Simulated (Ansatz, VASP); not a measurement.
# AlN in VASP and in Ansatz

The input INCAR:

```
SYSTEM = AlN
PREC     = Accurate       ! precision mode
ENCUT    = 520            ! plane-wave cutoff, eV
EDIFF    = 1E-7           ! SCF threshold, eV
ISMEAR   = 0              ! smearing method
SIGMA    = 0.05           ! smearing width, eV
LREAL    = .False.        ! projectors in reciprocal space
LASPH    = .True.         ! aspherical terms in the spheres
NELM     = 80             ! most SCF steps
ALGO     = Normal         ! electronic algorithm
ISIF     = 2              ! what is computed and relaxed
LWAVE    = .False.        ! write WAVECAR
LCHARG   = .False.        ! write CHGCAR
GGA      = PE             ! functional
NBANDS   = 16             ! bands
```

KPOINTS

```
regular mesh
0
Gamma
  9 9 6
  0 0 0
```

POSCAR

```
AlN
1.0
    3.3963000000      0.0000000000      0.0000000000
   -1.6981500000      2.9412820789      0.0000000000
    0.0000000000      0.0000000000      4.3132000000
Al N
2 2
Direct
    0.3333333333      0.6666666667      0.7500000000
    0.6666666667      0.3333333333      0.2500000000
    0.3333333333      0.6666666667      0.2500000000
    0.6666666667      0.3333333333      0.7500000000
```

Input for Ansatz:

```yaml
crystal:
  lattice:
    - [3.3963, 0.0, 0.0]
    - [-1.69815, 2.9412820789, 0.0]
    - [0.0, 0.0, 4.3132]
  atoms:
    - { symbol: Al, position: [0.3333333333, 0.6666666667, 0.75] }
    - { symbol: Al, position: [0.6666666667, 0.3333333333, 0.25] }
    - { symbol: "N", position: [0.3333333333, 0.6666666667, 0.25] }
    - { symbol: "N", position: [0.6666666667, 0.3333333333, 0.75] }
basis:
  ecutwfc: 520.0
kpoints:
  mp_grid: { grid: [9, 9, 6] }
hamiltonian:
  xc: pbe
  pseudopotentials: { kind: paw, azcp: { folder: soft_1 } }
scf:
  occupations: { method: gaussian, width: 0.05 }
output:
  forces: true
  stress: true
  eigenvalues: true
```

Alike in both runs: task single point; functional PBE; k mesh 9 × 9 × 6; occupations gaussian, width 0.05 eV; no spin polarisation.

|  | VASP | Ansatz |
| --- | --- | --- |
| version | VASP 6.6.1 | Ansatz 0.2.0 |
| potentials or method | VASP PAW PBE potentials, release 64 (Al, N) | scalar-relativistic, plane waves, PAW |
| plane-wave cutoff (eV) | 520 | 520 |
| valence electrons in the cell | 16 | 16 |

|  | VASP | Ansatz | Ansatz less VASP |
| --- | --- | --- | --- |
| gap on the k mesh at the Fermi level (eV) | 2.65 | 2.65 | -0.005 |
| least direct gap on the mesh (eV) | 2.65 | 2.65 | -0.005 |
| pressure (GPa) | -14.0 | -13.9 | +0.15 |
| largest component of the traceless stress (GPa) | 1.65 | 1.56 | -0.083 |

The functional is the same, so the differences come from potentials, cutoffs and numerics.
